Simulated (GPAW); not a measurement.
# Magnetic state of free-standing square Ni monolayer, spacing 2.629 A from several starts, part 2 of 2

A self-consistent run ends on one state, which hangs on the start. Several orders of free-standing square Ni monolayer, spacing 2.629 A are started in GPAW and their energies compared.

GPAW 26.7.0; PBE; plane waves with GPAW's PAW setups, scalar-relativistic.

So far, largest spin moment in the augmentation sphere (μB): step 2 (run 1 (ferro +)) 1.01; step 3 (start 2: antiferro q=(0,1/2,0) +-) 0.846.

## 4. Run 3 (antiferro q=(1/2,1/2,0) +-)

An opposed order shows whether the pairs that it reverses prefer unlike signs.

The cell is doubled to 2 atoms to hold this order. Its mesh is chosen so that both cells sample the same points.

Input file order3.py:

```python
import json
import numpy as np
from ase import Atoms
from ase.parallel import paropen, parprint
from gpaw import GPAW

atoms = Atoms(['Ni', 'Ni'],
    cell=[[5.258, 0.0, 0.0],
         [2.629, 2.629, 0.0],
         [0.0, 0.0, 14.0]],
    scaled_positions=[[0.0, 0.0, 0.5],
         [0.5, 0.0, 0.5]],
    pbc=True,
    magmoms=[1.0, -1.0])
atoms.calc = GPAW(mode={'name': 'pw', 'ecut': 550},
    xc='PBE',
    kpts={'size': (5, 10, 1), 'gamma': True},
    occupations={'name': 'fermi-dirac', 'width': 0.1},
    convergence={'density': 1e-05, 'energy': 1e-05},
    maxiter=200,
    symmetry={'tolerance': 1e-4},
    txt='order3.txt')
e = atoms.get_potential_energy(force_consistent=True)
res = {'free_energy': e, 'energy_sigma0': atoms.get_potential_energy(), 'fermi_energy': atoms.calc.get_fermi_level()}
res['moments'] = atoms.get_magnetic_moments().tolist()
res['total'] = atoms.get_magnetic_moment()
parprint('site moments (muB):', np.round(res['moments'], 3))
parprint(f"total moment: {res['total']:.3f} muB")
parprint(f'free energy: {e:.6f} eV')
atoms.calc.write('order3.gpw')
with paropen('results.json', 'w') as f:
    json.dump(res, f)
```

Started as:

```bash
> OMP_NUM_THREADS=1 python3 order3.py > order3.log
```

Output:

```text
UserWarning: Initial realspace grid (30,21,80) inconsistent with symmetries.
UserWarning: Using symmetrized grid: (30,30,80).

site moments (muB): [ 0.562 -0.562]
total moment: 0.000 muB
free energy: -10.217967 eV

--- order3.txt ---
Input parameters:
  mode=PW(ecut=550),
  convergence={'density': 1e-05, 'energy': 1e-05},
  kpts=MonkhorstPack(size=(5, 10, 1), gamma=True),
  maxiter=200,
[...]
|          9 |        -4.576 |     1.000 |        -4.576 |     1.000 |
|         10 |        -4.452 |     1.000 |        -4.451 |     1.000 |
[...]
|         20 |         2.702 |     0.000 |         2.703 |     0.000 |
|         21 |         2.702 |     0.000 |         2.703 |     0.000 |
|         22 |         2.767 |     0.000 |         2.767 |     0.000 |
|         23 |         5.757 |     0.000 |         5.757 |     0.000 |

No gap
No difference between direct/indirect transitions


[key lines of the parts left out:]
Free energy:     -10.217967
Converged in 38 steps
dipole moment: (-21.046804, -10.523400, 0.000007)  # |e|*Ang
Fermi level: -3.418
```

The job ended after 5.4 min (1 MPI rank of Intel Xeon Platinum 8488C (Sapphire Rapids), shared host; peak memory 0.4 GiB).

Spin moment in the augmentation sphere by atom:

```
atom  spin moment in the augmentation sphere (μB)
 Ni1                                        0.562
 Ni2                                       -0.562
```

Numbers from this step:

- magnetization: 0 μB
- final state: antiferromagnetic

It lies 119 meV a seeded atom over the first start, and its largest moment is 0.562 μB against 1.01 μB.

## 5. Order 4, typed as no spin polarisation

A run without seeds gives the energy of the state without moments.

Input file nospin.py:

```python
import json
import numpy as np
from ase import Atoms
from ase.parallel import paropen, parprint
from gpaw import GPAW

atoms = Atoms(['Ni'],
    cell=[[2.629, 0.0, 0.0],
         [0.0, 2.629, 0.0],
         [0.0, 0.0, 14.0]],
    scaled_positions=[[0.0, 0.0, 0.5]],
    pbc=True)
atoms.calc = GPAW(mode={'name': 'pw', 'ecut': 550},
    xc='PBE',
    kpts={'size': (10, 10, 1), 'gamma': True},
    occupations={'name': 'fermi-dirac', 'width': 0.1},
    convergence={'density': 1e-05, 'energy': 1e-05},
    maxiter=200,
    symmetry={'tolerance': 1e-4},
    txt='nospin.txt')
e = atoms.get_potential_energy(force_consistent=True)
res = {'free_energy': e, 'energy_sigma0': atoms.get_potential_energy(), 'fermi_energy': atoms.calc.get_fermi_level()}
parprint(f'free energy: {e:.6f} eV')
atoms.calc.write('nospin.gpw')
with paropen('results.json', 'w') as f:
    json.dump(res, f)
```

Started as:

```bash
> OMP_NUM_THREADS=1 python3 nospin.py > nospin.log
```

Output:

```text
free energy: -5.104204 eV

--- nospin.txt ---
Input parameters:
  mode=PW(ecut=550),
  convergence={'density': 1e-05, 'energy': 1e-05},
  kpts=MonkhorstPack(size=(10, 10, 1), gamma=True),
  maxiter=200,
  occupations=Occupations(name='fermi-dirac', width=0.1),
  symmetry=Symmetry(tolerance=0.0001),
  xc=XC(name='PBE')

Diagonalizing LCAO Hamiltonian
Converting LCAO to pw mode
   .-----.
  /|     |
 * |     |
 | |     |
[...]
|------------|---------------|-----------|
|          0 |       -66.269 |     2.000 |
|          1 |       -66.269 |     2.000 |
|          2 |       -65.955 |     2.000 |
|          3 |        -7.694 |     2.000 |
|          4 |        -5.444 |     2.000 |
[...]
|          8 |        -3.527 |     0.699 |
|          9 |        -1.959 |     0.000 |
|         10 |         1.208 |     0.000 |
|         11 |         2.299 |     0.000 |

No gap
No difference between direct/indirect transitions


[key lines of the parts left out:]
Free energy:      -5.104204
Converged in 17 steps
dipole moment: (-5.258237, -5.258237, 0.000003)  # |e|*Ang
Fermi level: -3.589
```

Wall time 14 s (1 MPI rank); peak memory 0.17 GiB.

Numbers from this step:

* final state: non-magnetic (no spin polarisation)

It lies 124 meV a seeded atom over the first start.

## 6. The states side by side

These are free energies at a smearing of 0.1 eV, so its entropy term is in the differences. They are divided by the number of seeded atoms, so that cells of unlike size compare. Wavevectors q in the names are fractions of the reciprocal vectors of the first run's cell.

Orders:

```
                     start        final state  typed order kept  energy over the lowest (meV a seeded atom)  largest site moment (μB)  net moment (μB a primitive cell)  mesh matched  CPU time (s)
                   ferro +      ferromagnetic               yes                                           0                      1.01                            0.9701           yes         23.42
  antiferro q=(0,1/2,0) +-  antiferromagnetic               yes                                       72.01                    0.8457                                 0           yes         112.4
antiferro q=(1/2,1/2,0) +-  antiferromagnetic               yes                                       119.1                    0.5624                           2.21e-4           yes         326.5
      no spin polarisation       non-magnetic                 -                                       123.9                         0                                 0           yes          13.5
```

## 7. Outcome

| Quantity | Value |
| --- | --- |
| lowest state found | ferromagnetic (typed ferro +) |
| largest site moment | 1.01 μB |
| next state | antiferromagnetic, 72.0 meV a seeded atom higher |
| energy gained by spin polarisation | 124 meV a seeded atom |

What this shows: The lowest state found is ferromagnetic, reached from the start ferro +, with moments up to 1.01 μB. The next state costs 72 meV a seeded atom. This is the lowest of 4 finished starts, no proof of the ground state.

[Logs and program files are shortened in this print: banners, set-up blocks, solver, clock and traceback lines can be left out without a mark of their own.]

[Logs are printed without paths, hosts, clocks, repeated set-up lines and the standing remarks that a program may print on its own settings, such as how far it seeks lower states.]

[Hosts, paths, dates, database ids (printed as entryN), source tags and the programs' standing remarks are cut or masked in the printed files.]

[Where a cell is said to come from a database of computed structures, the database is the Materials Project.]
